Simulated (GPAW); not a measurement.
Set up this calculation in GPAW 26.7.0, as an ASE script.

* Task: equation of state
* Functional: LDA
* Potentials or basis: the program's PAW data sets (release 1.2.1) made for this functional
* Cutoff: 600 eV
* Basis: pw
* k mesh: 10 × 10 × 5
* Occupations: fermi-dirac, width 0.05 eV
* Spin: no spin polarisation
* Maxiter: 150
* Eos scales: [0.94, 0.96, 0.98, 1.0, 1.02, 1.04, 1.06]

Crystal: Cu.

```
Cu
1.0
     2.53410    0.00000    0.00000
    -1.26705    2.19459    0.00000
     0.00000    0.00000    4.11257
Cu
2
Direct
  0.66667 0.33333 0.75000
  0.33333 0.66667 0.25000
```

This isn't the form of Cu at room conditions, which is fcc.

These files were run (other wordings do the same):

run.py

```python
from ase import Atoms
from ase.eos import EquationOfState
from ase.io import Trajectory
from ase.units import GPa
from gpaw import GPAW, PW

atoms = Atoms(['Cu', 'Cu'],
              cell=[[2.5340966698, 0.0, 0.0],
                    [-1.2670483349, 2.1945920917, 0.0],
                    [0.0, 0.0, 4.112571]],
              scaled_positions=[[0.6666666667, 0.3333333333, 0.75],
                                [0.3333333333, 0.6666666667, 0.25]],
              pbc=True)

traj = Trajectory('eos.traj', 'w')
volumes, energies = [], []
for x in [0.94, 0.96, 0.98, 1.0, 1.02, 1.04, 1.06]:
    a = atoms.copy()
    a.set_cell(atoms.cell * x**(1 / 3), scale_atoms=True)
    calc = GPAW(mode=PW(600),
                xc='LDA',
                kpts={'size': (10, 10, 5), 'gamma': True},
                occupations={'name': 'fermi-dirac', 'width': 0.05},
                nbands=23,
                convergence={'density': 1e-05, 'energy': 1e-05},
                maxiter=150,
                txt=f'eos-{x:.2f}.txt')
    a.calc = calc
    energies.append(a.get_potential_energy(force_consistent=True))
    volumes.append(a.get_volume())
    p = -a.get_stress()[:3].mean() / GPa
    calc.write(f'eos-{x:.2f}.gpw')
    traj.write(a)
    print(f'{x:.2f} {volumes[-1]:10.4f} A^3 {energies[-1]:14.6f} eV {p:9.3f} GPa', flush=True)

v0, e0, B = EquationOfState(volumes, energies, eos='birchmurnaghan').fit()
print(f'V0 = {v0:.4f} A^3, E0 = {e0:.6f} eV, B0 = {B / GPa:.2f} GPa')
```

Potentials or basis: the program's PAW data sets (release 1.2.1) made for this functional, pw.

Launch:

```console
$ OMP_NUM_THREADS=1 python run.py
```

Results of the run:

```yaml
Equilibrium_volume: 11.02 Å³/atom
Bulk_modulus_at_fixed_shape_and_positions: 182 GPa
Pressure_derivative_of_the_bulk_modulus: 5.2
```

Caveat: with this Cu data set, volumes or pressures lay over 1.5 % or 2 GPa off other programs in two to four cells of ten; the cell was scaled at fixed shape and fractional positions, which overstates the stiffness of a crystal with free parameters, most of all of layers and chains.

Run time: 110 s on 1 thread of Arm Neoverse V2 (shared host), peak memory 0.24 GiB.
